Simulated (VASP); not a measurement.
Wanted: the native input for a VASP 6.6.1 run.

```
Task                   : relaxation of shape and atoms at fixed volume
Functional             : PBE
Potentials or basis    : VASP PAW PBE potentials, release 64 (Al, N)
Cutoff                 : 520 eV
k mesh                 : 6 × 6 × 2
Occupations            : gaussian, width 0.02 eV
Spin                   : no spin polarisation
Further INCAR settings : ALGO = Fast; EDIFF = 1e-07; IBRION = 2; EDIFFG = -0.002; NSW = 80; ISIF = 4
```

The structure of AlN lies in POSCAR:

```
AlN                                     
1.0
    3.2195504552      0.0000000000      0.0000000000
   -1.6097752276      2.7882124809      0.0000000000
    0.0000000000      0.0000000000      5.1624984448
  Al              N             
     2     2
Direct
     0.3333333300000021    0.6666666699999979    0.9992493515525211
     0.6666666699999979    0.3333333300000021    0.4992493515525211
     0.3333333300000021    0.6666666699999979    0.3807506484474814
     0.6666666699999979    0.3333333300000021    0.8807506484474814
```

The cell isn't the ideal one: a relaxed cell with its volume scaled by 1.09.

One way to write it, as run:

INCAR

```
SYSTEM = AlN
PREC = Accurate
ENCUT = 520
EDIFF = 1E-7
ISMEAR = 0
SIGMA = 0.02
LREAL = .FALSE.
LASPH = .TRUE.
NELM = 100
ALGO = Fast
ISIF = 4
LWAVE = .FALSE.
LCHARG = .FALSE.
GGA = PE
IBRION = 2
NSW = 80
EDIFFG = -0.002
```

KPOINTS

```
regular mesh
0
G
  6 6 2
  0 0 0
```

Potentials or basis: VASP PAW PBE potentials, release 64 (Al, N).

The run is started by

```sh
$ cat potpaw_PBE.64/Al/POTCAR potpaw_PBE.64/N/POTCAR > POTCAR
$ mpirun -np 1 vasp_std > vasp.out
```

It gave:

```yaml
Energy_gained_by_relaxing: 0.1 meV/atom
Ionic_steps: 5
Pressure_after_relaxing: -14.1 GPa
Band_gap_on_the_k_mesh: 3.35 eV, direct
```

Caveat: the k mesh is coarse (spacing up to 0.61 Å⁻¹), so the values aren't converged.

It took 22 s on 1 thread of Intel(R) Xeon(R) Platinum 8259CL CPU @ 2.50GHz (Skylake/Cascade Lake) (shared host), peak memory 0.15 GiB.
